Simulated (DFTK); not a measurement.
Crystal: Ba.

```xyz
1
Lattice="-2.5065 2.5065 2.5065 2.5065 -2.5065 2.5065 2.5065 2.5065 -2.5065" Properties=species:S:1:pos:R:3 pbc="T T T"
Ba    0.0000    0.0000    0.0000
```

```yaml
Program: DFTK 0.8.2
Task: single point
Functional: PBE
Potentials_or_basis: dojo.nc.sr.pbe.v0_4_1.standard.upf (PBE)
Cutoff: 762 eV
k_mesh: 8 × 8 × 8
Occupations: fermi-dirac, width 0.05 eV
Spin: no spin polarisation
```

On this cell: pressure 0.0 GPa; band gap on the k mesh none (metal or under the smearing width).

The same run follows on a disturbed copy (cell strained at random at fixed volume):

```
Ba
1.0
    -2.47176    2.47765    2.44851
     2.56531   -2.52802    2.59244
     2.45066    2.50692   -2.49889
Ba
1
Direct
  0.99892 0.00475 0.98853
```

What changes?

The energy (extrapolated to zero smearing) moves by +4.1 meV/atom; pressure 0.0 GPa; band gap on the k mesh none (metal or under the smearing width).

Stress tensor (GPa, compression positive):
```
 0.02  0.07 -0.41
 0.07  0.07  0.21
-0.41  0.21 -0.01
```

Caveats: this release of the barium file is off.
